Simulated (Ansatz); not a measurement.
Crystal: RbBr.

```xyz
2
Lattice="0.0000 3.4270 3.4270 3.4270 0.0000 3.4270 3.4270 3.4270 0.0000" Properties=species:S:1:pos:R:3 pbc="T T T"
Rb    0.0000    0.0000    0.0000
Br    3.4270    3.4270    3.4270
```

Base run:

```yaml
Program: Ansatz 0.2.0
Functional: PBE
Potentials_or_basis: all-electron LAPW, scalar-relativistic
Cutoff: 119 eV (chosen from the basis error)
Basis_error_allowed: 0.001 eV/atom
k_mesh: 5 × 5 × 5
Occupations: fermi-dirac, width 0.05 eV
Spin: no spin polarisation
```

Its results: band gap on the k mesh 4.36 eV, direct; pressure 1.0 GPa.

Question: The run is repeated on the same cell with these changes: potentials or basis from all-electron LAPW, scalar-relativistic to all-electron LAPW, relativistic spinors; spin from no spin polarisation to spin-orbit coupling, no magnetisation. What comes out?

Answer: Band gap on the k mesh 4.20 eV, direct; pressure 1.0 GPa.

Spin-orbit coupling splits the band edges, which narrows the gap.
